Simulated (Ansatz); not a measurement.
The polar optical mode of GaP, worked through

These are results of DFT PBEsol, scalar-relativistic, plane waves, PAW (Ansatz), not measurements. Plane waves to 420 eV; Γ-centred k mesh 8×8×8; fixed occupations. No spin polarisation. Phonons by linear response, acoustic sum rule imposed.

Relaxed structure:
```cif
data_structure
_symmetry_space_group_name_H-M 'P 1'
_symmetry_Int_Tables_number 1
_cell_length_a 3.8456
_cell_length_b 3.8456
_cell_length_c 3.8456
_cell_angle_alpha 60.000
_cell_angle_beta 60.000
_cell_angle_gamma 60.000
_cell_volume 40.21
loop_
_atom_site_label
_atom_site_type_symbol
_atom_site_fract_x
_atom_site_fract_y
_atom_site_fract_z
_atom_site_occupancy
Ga1 Ga 0.00000 0.00000 0.00000 1
P1 P 0.25000 0.25000 0.25000 1
```

The run warned that the force constants aren't converged on this k mesh, so the frequencies and all that is formed from them are rough.

Linear response gives ν_TO = 357.1 cm⁻¹, Born charges ±2.111 e (positive on Ga) and ε∞ = 10.632. The primitive cell holds 40.213 Å³, and the masses are 69.723 and 30.974 amu.

**Question.** Find ν_LO and the static dielectric constant.

**Answer.** The long-wave field adds a restoring force: ω_LO² − ω_TO² = Z*²e²/(ε_vac ε∞ μV). In these units ν_LO² − ν_TO² = 4.92064×10⁷ Z*²/(μ V ε∞) cm⁻², with μ = m₁m₂/(m₁ + m₂) = 21.446 amu: 23906 cm⁻². So ν_LO = √(357.1² + 23906) = 389.1 cm⁻¹, and the run gives 389.1. Lyddane–Sachs–Teller then gives ε0 = ε∞ (ν_LO/ν_TO)² = 12.63, against 12.63 in the run (it forms both from the same three quantities, so the match checks the arithmetic only). Between ν_TO and ν_LO the dielectric function is negative and an undamped crystal reflects fully: a reststrahlen band from 25.7 to 28.0 μm.

**Question.** What do the Clausius–Mossotti polarisability and the Szigeti charge come to?

**Answer.** With the Lorentz local field, α = (3V/4π)(ε∞ − 1)/(ε∞ + 2) = 7.32 Å³ for the pair, and e_S = 3Z*/(ε∞ + 2) = 0.50 e. The Born charge includes the electrons' response to the dipole's own local field, and e_S takes that enhancement out. The Lorentz field assumes point-like polarisable ions, a poor picture once ε∞ is this large, since the electron clouds then overlap or are shared, so both numbers are formal here.

**Question.** How strongly does a slow electron couple to the LO mode?

**Answer.** For one isotropic parabolic band, Fröhlich's constant is α_F = (1/ε∞ − 1/ε0) √(m* Ry/ħω_LO), with Ry = 13.606 eV, ħω_LO = 48.2 meV and m* in free-electron masses: α_F = 0.0149 × 16.79 × √m* = 0.25 √m*. The band mass isn't part of this run; for m* = 0.1, 0.3 and 1 it gives 0.08, 0.14, 0.25. In weak coupling the polaron lies α_F ħω_LO below the band edge (7 meV at m* = 0.3) with a mass m*(1 + α_F/6); past α_F of about 5 or 6 that expansion fails. A semilocal functional's ε∞ tends to be too large, which taken alone lowers α_F.

GaP appears here as a mostly covalent semiconductor with a modest polar response. The Born charge of 2.111 e isn't a static ionic charge: it largely reflects electron density shifting along the polar sp³ bonds as the sublattices move against each other. The same easily polarised valence electrons give the large ε∞, which screens the long-range field and keeps the LO–TO splitting small. The lattice therefore probably adds only a minor part to the static dielectric constant, and Fröhlich coupling should be weak for ordinary band masses.

The difference of the squared frequencies rests on the Born charge, ε∞ and the cell volume, so it is better founded than either frequency alone. ε∞ lies above the measured value, probably because the functional's gap is too small and makes virtual interband transitions too easy; this by itself would narrow the splitting. For electrons, the coupling estimate is only a guide to scale, since the conduction-band minima of GaP lie near X and are strongly anisotropic, unlike the single isotropic band assumed.
